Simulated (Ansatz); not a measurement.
ZrC: stiffness from a series of strains

```yaml
crystal:
  lattice:
    - [0.00000, 2.35021, 2.35021]
    - [2.35021, 0.00000, 2.35021]
    - [2.35021, 2.35021, 0.00000]
  atoms:
    - { symbol: Zr, position: [0.50000, 0.50000, 0.50000] }
    - { symbol: C, position: [0.00000, 0.00000, 0.00000] }
```

Atoms are numbered in the order listed.

The conventional cell has a = 4.700 Å, b = 4.700 Å, c = 4.700 Å, α = 90.00°, β = 90.00°, γ = 90.00°. Zr (atom 1) is surrounded by 6 C at 2.35 Å. C (atom 2) has 6 Zr at 2.35 Å as nearest neighbours.

The cell is a measured one (Crystallography Open Database entry 1562921); the temperature and pressure of the measurement aren't taken into account, and nothing was relaxed.

Computed with Ansatz 0.2.0, DFT, PBE, all-electron LAPW, scalar-relativistic.

The runs use a Γ-centred 15×15×15 k mesh, Fermi–Dirac smearing of 0.05 eV, basis error target 0.25 meV/atom, no spin polarisation.

The strain is applied along the Cartesian axes of the cell as listed (γ is the engineering shear, twice εxy = εyz = εzx). Fractional coordinates are held (clamped ions).

σ is the change of stress from the unstrained cell, which is at 1.23 GPa; tension is positive, so slopes are stress–strain coefficients at that pressure. In a metal the k mesh adds noise.

Only quantities that a quadratic follows smoothly over the whole series are listed; rougher ones are left out.

```tsv
γ	σxy (GPa)
-0.0300	-4.38
-0.0200	-2.98
-0.0100	-1.52
0.0000	0.00
0.0100	1.57
0.0300	4.80
```

Problem. Fit the series and read off the stiffness at zero strain.

Solution. Least-squares fits y = p0 + p1 x + p2 x² to the rows give σxy (GPa): p1 = 153, p2 = 230. So C44 (clamped ions) = 153 GPa.

Problem. One run, at γ = 0.0200, is withheld. Predict its row.

Solution. The fits give 3.16; the run gave 3.16.
